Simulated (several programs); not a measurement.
Many methods on one cell: SrO (rocksalt)

SrO (rocksalt), relaxed with r2SCAN in Ansatz, was computed with several methods. It is cubic, Fm-3m (No. 225); a = 5.160 Å in the conventional setting, 17.17 Å³ an atom. Sr is surrounded by 6 O at 2.58 Å; O is surrounded by 6 Sr at 2.58 Å. No spin polarisation and no zero-point or thermal motion.

```xyz
2
Lattice="0.0000 2.5799 2.5799 2.5799 0.0000 2.5799 2.5799 2.5799 0.0000" Properties=species:S:1:pos:R:3 pbc="T T T"
Sr    0.0000    0.0000    0.0000
O     2.5799    2.5799    2.5799
```

Gaps and times are for a single point on this cell; volume and bulk modulus come from each method's own relaxation or energy curve at fixed shape. Times are rough, from shared hosts (AMD EPYC 9R45 96-Core Processor; Arm Neoverse V2), and each method has its own mesh and cell size. A dagger marks a closed or tiny gap in a crystal that DFT finds insulating: a failure of the method or a wrong SCF state. PM6 (MOPAC), PM7 (MOPAC), GFN1-xTB (tblite), GFN2-xTB (tblite) treat a cluster of cells at its zone centre, which samples few k points: where these miss a band edge, the gap comes out too large for that reason alone. Gaps from k meshes are read at a limited set of points (mesh, symmetry points, PBE's band edges), so each method's own least gap may be somewhat smaller. xTB and the PM methods were fitted mostly to molecules, and can miss a solid's gap by electronvolts. Minimal bases can be far off for gaps. Times of the plane-wave ladder aren't listed, since it ran on unlike processors and cards. GLLB-SC's gap includes the derivative discontinuity. d marks a direct gap, i an indirect one (no mark: not told apart), a dash a value that wasn't computed or didn't pass its checks.

```
                              method              kind  gap (eV)  own volume (Å³/atom)  bulk modulus (GPa)  atoms computed  processor time
                              PBEsol         semilocal         –                 16.80                   –               2               –
light PBE (260 eV and a coarse mesh)  light plane-wave    3.38 i                     –                   –               2          0.44 s
                                 LDA         semilocal    3.16 i                 16.24                   –               2               –
                                 PBE         semilocal    3.32 i                 17.52                  84               2               –
                         PM7 (MOPAC)    semi-empirical      7.49                     –                   –         cluster           2.2 s
                             PBE+SOC         semilocal    3.30 i                     –                   –               2               –
                         PM6 (MOPAC)    semi-empirical      3.11                     –                   –         cluster           2.4 s
                              r2SCAN         semilocal    3.80 i                 17.17                  94               2               –
                      PBE/SZV (CP2K)       small basis    0.28 d                     –                   –               2           6.1 s
                   GFN1-xTB (tblite)     tight binding      6.24                     –                   –         cluster           6.3 s
                   GFN2-xTB (tblite)     tight binding     0.00†                     –                   –         cluster           6.6 s
                      GLLB-SC (GPAW)   model potential      6.87                     –                   –               2           6.9 s
                     PBE/DZVP (CP2K)       small basis    3.41 i                 17.72                  85               2            12 s
                                PBE0            hybrid    5.53 i                     –                   –               2               –
                               HSE06            hybrid    4.79 i                 17.11                   –               2               –
                            DDH-PBE0            hybrid    5.65 i                     –                   –               2               –
                        Hartree-Fock    exact exchange   12.86 i                     –                   –               2               –
                             r2SCANh            hybrid    4.61 i                     –                   –               2               –
              PBE/single zeta (GPAW)       small basis    2.98 i                     –                   –               2            46 s
                           HSE06+SOC            hybrid    4.77 i                     –                   –               2               –
```

Against HSE06 (4.79 eV) and with closed or daggered gaps left aside, the nearest gap at the points sampled is that of HSE06+SOC (-0.02 eV) and the farthest that of Hartree-Fock (+8.07 eV). HSE06 is only a yardstick of convenience: for gaps this wide it usually falls short of measured ones, so a larger value can be the better one.

Volumes against r2SCAN's: PBEsol -2.2 %, LDA -5.4 %, PBE +2.0 %, PBE/DZVP (CP2K) +3.2 %, HSE06 -0.3 %.

Only the rows marked +SOC include spin-orbit coupling.
